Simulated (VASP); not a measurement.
# Ca (Im-3m) in VASP: notebook, part 2 of 3

VASP 6.6.1. The steps go on from the part before.

## Step 3: Single point, r2SCAN

This run uses another cell than the first one, of 43.32 Å³/atom, 0.997 times its volume.

Contents of POSCAR:

```
Ca
1.0
   -2.2125431104      2.2125431104      2.2125431104
    2.2125431104     -2.2125431104      2.2125431104
    2.2125431104      2.2125431104     -2.2125431104
Ca
1
Direct
    0.0000000000      0.0000000000      0.0000000000
```

Contents of INCAR.step1:

```
PREC = Accurate
ENCUT = 520
ISMEAR = 0
SIGMA = 0.05
LREAL = F
LASPH = T
NELM = 100
NBANDS = 11
GGA = PE
ALGO = Normal
EDIFF = 1E-4
LWAVE = T
LCHARG = F
```

Contents of INCAR.step2:

```
PREC = Accurate
ENCUT = 520
EDIFF = 1E-7
ISMEAR = 0
SIGMA = 0.05
LREAL = F
LASPH = T
NELM = 100
ALGO = Normal
ISIF = 2
LWAVE = F
LCHARG = F
METAGGA = R2SCAN
LMIXTAU = T
NBANDS = 11
ISTART = 1
```

Contents of KPOINTS:

```
regular mesh
0
Gamma
  14 14 14
```

Potentials or basis: VASP PAW PBE potentials, release 64 (Ca_sv).

Launch:

```console
$ cat potpaw_PBE.64/Ca_sv/POTCAR > POTCAR
$ cp INCAR.step1 INCAR
$ mpirun -np 1 vasp_std > vasp.out
$ cp INCAR.step2 INCAR
$ mpirun -np 1 vasp_std > vasp.out
```

OUTCAR:

```text
PREC = Accurate
   ENCUT = 520
   EDIFF = 1E-7
   ISMEAR = 0
   LREAL = F
   LASPH = T
   NELM = 100
   ISIF = 2
   METAGGA = R2SCAN
   ISTART = 1

 ion  position               nearest neighbor table
   1  0.000  0.000  0.000-

  LATTYP: Found a body centered cubic cell.
 ALAT       =     4.4250862208

  Lattice vectors:

 A1 = (  -2.2125431104,   2.2125431104,   2.2125431104)
 A2 = (   2.2125431104,  -2.2125431104,   2.2125431104)
 A3 = (   2.2125431104,   2.2125431104,  -2.2125431104)

Analysis of symmetry for initial positions (statically):
=====================================================================
 Subroutine PRICEL returns:
 Original cell was already a primitive cell.

 Routine SETGRP: Setting up the symmetry group for a
 body centered cubic supercell.

 Subroutine GETGRP returns: Found 48 space group operations
 (whereof 48 operations were pure point group operations)
 out of a pool of 48 trial point group operations.

The static configuration has the point symmetry O_h .

Analysis of symmetry for dynamics (positions and initial velocities):
=====================================================================
 Subroutine PRICEL returns:
 Original cell was already a primitive cell.

 Routine SETGRP: Setting up the symmetry group for a
 body centered cubic supercell.

 Subroutine GETGRP returns: Found 48 space group operations
 (whereof 48 operations were pure point group operations)
 out of a pool of 48 trial point group operations.

The dynamic configuration has the point symmetry O_h .

 Subroutine INISYM returns: Found 48 space group operations
 (whereof 48 operations are pure point group operations),
 and found     1 'primitive' translations

----------------------------------------------------------------------------------------

[... 114 lines left out ...]
   LORBIT       =      0    0 simple, 1 ext, 2 COOP (PROOUT), +10 PAW based schemes
   METAGGA = R2SCAN    functional components
   LHFCALC =     F    Hartree Fock is set to
   AEXX    =    0.0000 exact exchange contribution
   IVDW    =     0    specifies the selected vdW correction
   LEPSILON=     F    determine dielectric tensor
   LRPA    =     F    only Hartree local field effects (RPA)
 non-spin polarized calculation
 Gauss-broadening in eV      SIGMA  =   0.05
  energy-cutoff  :      520.00
  volume of cell :       43.32
 maximum number of plane-waves:      1189
 NGX is ok and might be reduce to    30
   NGX = 15   NGY = 15   NGZ = 15

 number of electron      10.0000002 magnetization

 Free energy of the ion-electron system (eV)
  ---------------------------------------------------
  ext. energy  EPLUGINS =         0.00000000
  ---------------------------------------------------
  free energy    TOTEN  =        -7.01644824 eV

  energy without entropy =       -7.01462555  energy(sigma->0) =       -7.01553689

 E-fermi :   1.9454     XC(G=0):  -8.1329

 val. band max:        1.9402535097   @ k =   0.3571   0.1429   0.1429
 cond. band min:       1.9581532503   @ k =   0.3571   0.2143   0.0714
 fundamental gap:      0.0178997405
 Fermi energy:         1.9454238349

 k-point     1 :       0.0000    0.0000    0.0000
  band No.  band energies     occupation
      1     -41.9570      2.00000
      2     -21.9858      2.00000
      3     -21.9857      2.00000
      4     -21.9857      2.00000
      5      -2.3411      2.00000
      6       4.5667      0.00000
      7       4.5667      0.00000
      8       4.5667      0.00000
      9       5.6352      0.00000
     10       5.6352      0.00000
     11      12.5805      0.00000
[... 309 lines left out ...]
 k-point    24 :       0.3571    0.2857   -0.0000
  band No.  band energies     occupation
      1     -41.9415      2.00000
      2     -22.0882      2.00000
      3     -22.0675      2.00000
      4     -22.0022      2.00000
      5       2.0137      0.05330
      6       2.0152      0.04833
      7       2.7209      0.00000
      8       5.6691      0.00000
      9       5.8253      0.00000
     10       6.9555      0.00000
     11       7.3881      0.00000

 [... further k-points ...]

------------------------ aborting loop because EDIFF is reached ----------------------------------------

  FORCE on cell =-STRESS in cart. coord.  units (eV):
  Direction    XX          YY          ZZ          XY          YZ          ZX
  --------------------------------------------------------------------------------------
  -------------------------------------------------------------------------------------
  Total        0.0129764      0.0129764      0.0129764     -0.0000000     -0.0000000     -0.0000000
  in kB        0.4798769      0.4798769      0.4798769     -0.0000000     -0.0000000     -0.0000000
  external PRESSURE =       0.4798769 kB  Pullay stress =       0.0000000 kB

 VOLUME and BASIS-vectors are now :
 -----------------------------------------------------------------------------
  energy-cutoff  :      520.00
  volume of cell :       43.32
      direct lattice vectors                 reciprocal lattice vectors
    -2.212543110  2.212543110  2.212543110     0.000000000  0.225984297  0.225984297
     2.212543110 -2.212543110  2.212543110     0.225984297  0.000000000  0.225984297
     2.212543110  2.212543110 -2.212543110     0.225984297  0.225984297  0.000000000

 POSITION                                       TOTAL-FORCE (eV/Angst)
 -----------------------------------------------------------------------------------
      0.00000      0.00000      0.00000        -0.000000      0.000000      0.000000
 -----------------------------------------------------------------------------------
    total drift:                               -0.000000     -0.000000      0.000000

  FREE ENERGIE OF THE ION-ELECTRON SYSTEM (eV)
  ---------------------------------------------------
  free  energy   TOTEN  =        -7.0164482351 eV

  energy  without entropy=       -7.0146255485  energy(sigma->0) =       -7.01553689
```

OUTCAR.step1:

```text
PREC = Accurate
   ENCUT = 520
   ISMEAR = 0
   LREAL = F
   LASPH = T
[... 553 lines left out ...]

 POSITION                                       TOTAL-FORCE (eV/Angst)
 -----------------------------------------------------------------------------------
      0.00000      0.00000      0.00000         0.000000      0.000000      0.000000
 -----------------------------------------------------------------------------------
    total drift:                               -0.000000     -0.000000      0.000000

  FREE ENERGIE OF THE ION-ELECTRON SYSTEM (eV)
  ---------------------------------------------------
  free  energy   TOTEN  =        -1.9120964054 eV

  energy  without entropy=       -1.9100095230  energy(sigma->0) =       -1.91105296
```

OSZICAR.step1:

```text
N       E                     dE             d eps       ncg     rms          rms(c)
DAV:   1     0.664586604519E+02    0.66459E+02   -0.50071E+03  2288   0.815E+02
DAV:   2    -0.419150860437E+00   -0.66878E+02   -0.66328E+02  2522   0.206E+02
DAV:   3    -0.185471437148E+01   -0.14356E+01   -0.14209E+01  3430   0.300E+01
DAV:   4    -0.191794123662E+01   -0.63227E-01   -0.62990E-01  3008   0.488E+00
DAV:   5    -0.191920332110E+01   -0.12621E-02   -0.12620E-02  3156   0.580E-01    0.222E+00
DAV:   6    -0.191322248771E+01    0.59808E-02   -0.11031E-02  2795   0.114E+00    0.136E+00
DAV:   7    -0.191249563305E+01    0.72685E-03   -0.17172E-02  2584   0.150E+00    0.989E-02
DAV:   8    -0.191207652494E+01    0.41911E-03   -0.17681E-03  2692   0.411E-01    0.198E-02
DAV:   9    -0.191209640540E+01   -0.19880E-04   -0.88386E-05  2402   0.761E-02
   1 F= -.19120964E+01 E0= -.19110530E+01  d E =-.208688E-02
```

Wall time 89 s (1 thread of Intel Xeon 6975P-C (Granite Rapids), shared host); peak memory 0.19 GiB.

What came out:

```
Free energy            : -7.0164 eV
Pressure               : 0.0 GPa
Band gap on the k mesh : none (metal or under the smearing width)
```

Levels at points of the mesh, in eV from the Fermi level:
```tsv
k point	band 2	band 3	band 4	band 5	band 6	band 7	band 8	band 9
(0.00, 0.00, 0.00)	-23.93	-23.93	-23.93	-4.29	2.62	2.62	2.62	3.69
(0.50, 0.00, 0.00)	-24.07	-23.98	-23.93	-0.85	-0.16	1.59	3.60	3.98
(0.50, 0.50, 0.50)	-24.03	-24.03	-24.03	0.16	0.16	4.07	4.07	4.07
```

Caveat: the PAW data sets were made with another functional, which shifts forces and pressure a little.

(Part 2 of 3 ends here.)
